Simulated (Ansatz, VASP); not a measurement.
# Al: VASP beside Ansatz

```
Al
1.0
     2.72462    0.00000    0.00000
    -1.36231    2.35959    0.00000
     0.00000    0.00000    3.38960
Al
2
Direct
  0.33333 0.66667 0.00000
  0.66667 0.33333 0.00000
```

Alike in both runs: task relaxation of cell and atoms; functional PBE; k mesh 9 × 9 × 6; occupations gaussian, width 0.1 eV; no spin polarisation.

```csv
,VASP,Ansatz
version,VASP 6.6.1,Ansatz 0.2.0
potentials or method,"VASP PAW PBE potentials, release 64 (Al)","scalar-relativistic, plane waves, PAW"
plane-wave cutoff (eV),600,420
valence electrons in the cell,6,6
```

```tsv
	VASP	Ansatz	Ansatz less VASP
gap on the k mesh at the Fermi level, each at its own relaxed structure (eV)	none	none	-
relaxed volume (Å³/atom)	24.66	24.77	+0.110
relaxed cell length with the largest relative difference (Å)	2.718	2.727	+0.0091
energy change over the relaxation (meV/atom)	-13579	-13586	-6.9
```

A gap of «none» marks a metal or a gap that the smearing closes.

Caveats: the volume moved by over 15 % at a fixed basis, so the end points are rough (VASP).
